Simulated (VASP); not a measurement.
# SiC (F-43m) in VASP: notebook, part 2 of 2

VASP 6.6.1. The steps go on from the part before.

## (3) Band structure, r2SCAN

Contents of INCAR:

```
PREC = Accurate
ENCUT = 520
EDIFF = 1E-7
ISMEAR = 0
SIGMA = 0.02
LREAL = False
LASPH = True
NELM = 80
ALGO = Normal
ISIF = 2
LWAVE = False
LCHARG = False
METAGGA = R2SCAN
LMIXTAU = True
NBANDS = 11
```

Contents of KPOINTS:

```
Automatic mesh
0
Gamma
  10 10 10
```

Contents of POSCAR:

```
SiC
1.0
    0.0000000000      2.1791100000      2.1791100000
    2.1791100000      0.0000000000      2.1791100000
    2.1791100000      2.1791100000      0.0000000000
Si C
1 1
Direct
    0.7500000000      0.7500000000      0.7500000000
    0.0000000000      0.0000000000      0.0000000000
```

Contents of KPOINTS_OPT:

```
path GXWKGLUWLK,UX
15
line-mode
reciprocal
 0.0000000000  0.0000000000  0.0000000000  G
 0.5000000000  0.0000000000  0.5000000000  X

 0.5000000000  0.0000000000  0.5000000000  X
 0.5000000000  0.2500000000  0.7500000000  W

 0.5000000000  0.2500000000  0.7500000000  W
 0.3750000000  0.3750000000  0.7500000000  K

 0.3750000000  0.3750000000  0.7500000000  K
 0.0000000000  0.0000000000  0.0000000000  G

 0.0000000000  0.0000000000  0.0000000000  G
 0.5000000000  0.5000000000  0.5000000000  L

 0.5000000000  0.5000000000  0.5000000000  L
 0.6250000000  0.2500000000  0.6250000000  U

 0.6250000000  0.2500000000  0.6250000000  U
 0.5000000000  0.2500000000  0.7500000000  W

 0.5000000000  0.2500000000  0.7500000000  W
 0.5000000000  0.5000000000  0.5000000000  L

 0.5000000000  0.5000000000  0.5000000000  L
 0.3750000000  0.3750000000  0.7500000000  K

 0.6250000000  0.2500000000  0.6250000000  U
 0.5000000000  0.0000000000  0.5000000000  X
```

Potentials or basis: VASP PAW PBE potentials, release 64 (Si, C).

The run is started by

```sh
$ cat potpaw_PBE.64/Si/POTCAR potpaw_PBE.64/C/POTCAR > POTCAR
$ mpirun -np 1 vasp_std > vasp.out
```

It took 34 s on 1 thread of Intel Xeon 6975P-C (Granite Rapids), shared host; peak memory 0.14 GiB.

The run converged. Its results:

```
Free energy             : -19.3269 eV
Pressure                : -0.5 GPa
Band gap on the k mesh  : 1.73 eV, indirect (least direct gap 5.06 eV)
Band gap along the path : 1.73 eV, indirect (least direct gap 5.06 eV)
```

Levels at the corners of the path, in eV from the valence-band top:
| point | band 1 | band 2 | band 3 | band 4 | band 5 | band 6 | band 7 | band 8 | band 9 |
| --- | --- | --- | --- | --- | --- | --- | --- | --- | --- |
| Γ | -16.18 | 0.00 | 0.00 | 0.00 | 6.83 | 7.85 | 7.85 | 7.85 | 15.21 |
| X | -11.09 | -8.05 | -3.33 | -3.33 | 1.73 | 4.82 | 15.13 | 15.13 | 15.99 |
| X | -11.09 | -8.05 | -3.33 | -3.33 | 1.73 | 4.82 | 15.13 | 15.13 | 15.99 |
| W | -10.87 | -7.24 | -5.17 | -4.81 | 5.73 | 10.13 | 10.22 | 10.46 | 15.34 |
| W | -10.87 | -7.24 | -5.17 | -4.81 | 5.73 | 10.13 | 10.22 | 10.46 | 15.34 |
| K | -11.10 | -7.50 | -5.72 | -2.71 | 3.54 | 8.41 | 12.71 | 13.42 | 14.03 |
| K | -11.10 | -7.50 | -5.72 | -2.71 | 3.54 | 8.41 | 12.71 | 13.42 | 14.03 |
| Γ | -16.18 | 0.00 | 0.00 | 0.00 | 6.83 | 7.85 | 7.85 | 7.85 | 15.21 |
| Γ | -16.18 | 0.00 | 0.00 | 0.00 | 6.83 | 7.85 | 7.85 | 7.85 | 15.21 |
| L | -12.55 | -8.82 | -1.11 | -1.11 | 5.99 | 7.75 | 7.75 | 10.95 | 17.41 |
| L | -12.55 | -8.82 | -1.11 | -1.11 | 5.99 | 7.75 | 7.75 | 10.95 | 17.41 |
| U | -11.10 | -7.50 | -5.72 | -2.71 | 3.54 | 8.41 | 12.71 | 13.42 | 14.03 |
| U | -11.10 | -7.50 | -5.72 | -2.71 | 3.54 | 8.41 | 12.71 | 13.42 | 14.03 |
| W | -10.87 | -7.24 | -5.17 | -4.81 | 5.73 | 10.13 | 10.22 | 10.46 | 15.34 |
| W | -10.87 | -7.24 | -5.17 | -4.81 | 5.73 | 10.13 | 10.22 | 10.46 | 15.34 |
| L | -12.55 | -8.82 | -1.11 | -1.11 | 5.99 | 7.75 | 7.75 | 10.95 | 17.41 |
| L | -12.55 | -8.82 | -1.11 | -1.11 | 5.99 | 7.75 | 7.75 | 10.95 | 17.41 |
| K | -11.10 | -7.50 | -5.72 | -2.71 | 3.54 | 8.41 | 12.71 | 13.42 | 14.03 |
| U | -11.10 | -7.50 | -5.72 | -2.71 | 3.54 | 8.41 | 12.71 | 13.42 | 14.03 |
| X | -11.09 | -8.05 | -3.33 | -3.33 | 1.73 | 4.82 | 15.13 | 15.13 | 15.99 |

Caveat: the PAW data sets were made with another functional, which shifts forces and pressure a little.

## (4) Band structure, TB-mBJ

POSCAR is that of step 3.

Contents of INCAR.step1:

```
PREC = Accurate
ENCUT = 520
EDIFF = 1E-5
ISMEAR = 0
SIGMA = 0.02
LREAL = False
LASPH = True
NELM = 80
ALGO = Normal
ISIF = 2
LWAVE = True
LCHARG = False
NBANDS = 11
GGA = PE
```

Contents of INCAR.step2:

```
PREC = Accurate
ENCUT = 520
EDIFF = 1E-7
ISMEAR = 0
SIGMA = 0.02
LREAL = False
LASPH = True
NELM = 80
ALGO = Normal
ISIF = 2
LWAVE = False
LCHARG = False
METAGGA = MBJ
NBANDS = 11
ISTART = 1
```

KPOINTS is that of step 3.

KPOINTS_OPT is that of step 3.

The run is started by

```sh
$ cat potpaw_PBE.64/Si/POTCAR potpaw_PBE.64/C/POTCAR > POTCAR
$ cp INCAR.step1 INCAR
$ mpirun -np 1 vasp_std > vasp.out
$ cp INCAR.step2 INCAR
$ mpirun -np 1 vasp_std > vasp.out
```

Run time: 21 s. Hardware: 1 thread of Intel Xeon 6975P-C (Granite Rapids), shared host; peak memory 0.14 GiB.

The run converged. Its results:

```yaml
Band_gap_on_the_k_mesh: 2.34 eV, indirect (least direct gap 5.53 eV)
Band_gap_along_the_path: 2.34 eV, indirect (least direct gap 5.53 eV)
```

Levels at the corners of the path, in eV from the valence-band top:
```csv
point,band 2,band 3,band 4,band 5,band 6,band 7
Γ,0.00,0.00,0.00,7.00,8.00,8.00
X,-7.64,-3.18,-3.18,2.34,5.12,15.63
X,-7.64,-3.18,-3.18,2.34,5.12,15.63
W,-6.91,-4.83,-4.46,6.11,10.31,10.50
W,-6.91,-4.83,-4.46,6.11,10.31,10.50
K,-7.14,-5.32,-2.60,4.05,8.56,13.07
K,-7.14,-5.32,-2.60,4.05,8.56,13.07
Γ,0.00,0.00,0.00,7.00,8.00,8.00
Γ,0.00,0.00,0.00,7.00,8.00,8.00
L,-8.31,-1.10,-1.10,6.19,8.11,8.11
L,-8.31,-1.10,-1.10,6.19,8.11,8.11
U,-7.14,-5.32,-2.60,4.05,8.56,13.07
U,-7.14,-5.32,-2.60,4.05,8.56,13.07
W,-6.91,-4.83,-4.46,6.11,10.31,10.50
W,-6.91,-4.83,-4.46,6.11,10.31,10.50
L,-8.31,-1.10,-1.10,6.19,8.11,8.11
L,-8.31,-1.10,-1.10,6.19,8.11,8.11
K,-7.14,-5.32,-2.60,4.05,8.56,13.07
U,-7.14,-5.32,-2.60,4.05,8.56,13.07
X,-7.64,-3.18,-3.18,2.34,5.12,15.63
```

Caveat: the PAW data sets were made with another functional, which shifts forces and pressure a little.

## (5) Summary

```tsv
level	gap on the mesh (eV)
PBEsol	1.23
r2SCAN	1.73
TB-mBJ	2.34
```

Alike in all rows: task band structure; potentials or basis VASP PAW PBE potentials, release 64 (Si, C); no spin polarisation; cell as given; k mesh 10 × 10 × 10; cutoff (eV) 520; smearing gaussian 0.02 eV.

On the cell as given the gap runs from 1.23 eV (PBEsol) to 2.34 eV (TB-mBJ).

Caveats: the PAW data sets were made with another functional, which shifts forces and pressure a little.

Absolute energies hang on the potentials; compare differences alone.

## (6) Comparison with measurements

Step 2. A measured gap of SiC is 2.4 eV (indirect; quoted in “Insight into the structural, elastic and electronic properties of a new orthorhombic 6O-SiC polytype”, 2020, pmc:7200658); the calculated 1.23 eV misses it by -1.17 eV. The value is that of PBEsol, without temperature or zero-point motion. Semilocal functionals fall short of measured gaps as a rule. The cell is a database's relaxed one, not the measured one, which moves gaps too.

Step 3. A measured gap of SiC is 2.4 eV (indirect; quoted in “Insight into the structural, elastic and electronic properties of a new orthorhombic 6O-SiC polytype”, 2020, pmc:7200658); the calculated 1.73 eV misses it by -0.67 eV. The value is that of r2SCAN, without temperature or zero-point motion. The cell is a database's relaxed one, not the measured one, which moves gaps too.

Step 4. A measured gap of SiC is 2.4 eV (indirect; quoted in “Insight into the structural, elastic and electronic properties of a new orthorhombic 6O-SiC polytype”, 2020, pmc:7200658); the calculated 2.34 eV misses it by -0.06 eV. The value is that of TB-mBJ, without temperature or zero-point motion. The cell is a database's relaxed one, not the measured one, which moves gaps too.
